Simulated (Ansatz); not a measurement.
## What DFT gives for BaTiO3

```
Ba Ti O
1.0
    -4.02658    2.86730    2.87614
     0.00000   -2.86730    2.87614
    -4.02658   -2.86730   -2.87614
Ba Ti O
2 2 6
Direct
  0.00000 0.00000 0.00000
  0.50000 0.00000 0.50000
  0.00395 0.50790 0.49605
  0.50395 0.50790 0.99605
  0.24605 0.49210 0.75395
  0.74605 0.49210 0.25395
  0.00126 0.99371 0.49874
  0.50126 0.99371 0.99874
  0.24685 0.50251 0.25315
  0.74686 0.50251 0.75314
```

Single point in Ansatz 0.2.0 with r2SCAN, no spin polarisation. Cutoff 500 eV, PAW datasets, 5×6×5 Γ-centred k mesh, fermi-dirac filling (width 0.1 eV).

Task: Is the cell too large or too small?

Result: The pressure is -6.5 GPa (compression positive), so with the atoms held at these fractions the cell would first shrink. The principal stresses -7.1, -6.4, -5.9 GPa differ, so its shape would change too.

Task: What is the formation energy?

Result: -3.39 eV an atom against the elements' usual phases (free molecules for gases, crystals otherwise, with no correction for O₂ or N₂), so it is bound against them; other compounds may still compete. Relaxing would lower it.

Task: What is the character of the valence top and the conduction bottom?

Result: Within 0.7 eV of the edges, the states project mainly on O p (95 %) below the gap and on Ti d (90 %) above it.

Task: What do density and ELF say about some of the short contacts?

Result: Ti–O at 1.97 Å: least valence density 0.68 e/Å³ and ELF 0.21 there. Ba–O at 2.83 Å: least valence density 0.17 e/Å³ and ELF 0.08 there, a closed-shell (ionic or weak) contact. These are pseudo-fields; inside the PAW spheres they differ from the all-electron ones.

Task: Where is the largest force?

Result: The largest is on Ti3 (and as large on other atoms): 0.33 eV/Å, components (0.00, 0.00, 0.33). It makes 45° with the line to a nearest neighbour, O9 at 1.97 Å, pointing towards it.

Task: Metal or insulator? Give the gap.

Result: The gap is 2.12 eV, indirect (the least direct gap found is 2.17 eV). A semilocal functional usually gives too small a gap.

Origin: a database entry at a rescaled volume.
